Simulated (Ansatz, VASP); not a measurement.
**ZrC2 in VASP and in Ansatz**

```
CELL_PARAMETERS angstrom
1.39496 0.80538 4.30595
-1.39496 0.80538 4.30595
0.00000 -1.61076 4.30595
ATOMIC_POSITIONS crystal
Zr 0.00000 0.00000 0.00000
C 0.18483 0.18483 0.18483
C 0.81517 0.81517 0.81517
```

Alike in both runs: functional PBE; k mesh 6 × 6 × 6; occupations gaussian, width 0.1 eV; no spin polarisation.

Ansatz relaxed the structure, and its values are those at the end. VASP's run is a single point on that final structure, the one shown.

```csv
,VASP,Ansatz
version,VASP 6.6.1,Ansatz 0.2.0
potentials or method,"VASP PAW PBE potentials, release 64 (Zr_sv, C)","scalar-relativistic, plane waves, PAW"
plane-wave cutoff (eV),520,420
valence electrons in the cell,20,20
```

Ansatz gave:

- gap on the k mesh at the Fermi level (eV): none
- pressure (GPa): 0.1

Question: Estimate VASP's values.

Answer: gap on the k mesh at the Fermi level (eV): none; pressure (GPa): 0.4.

A gap of «none» marks a metal or a gap that the smearing closes.

Caveats: the k mesh is coarse (spacing up to 0.44 Å⁻¹), so the values aren't converged.
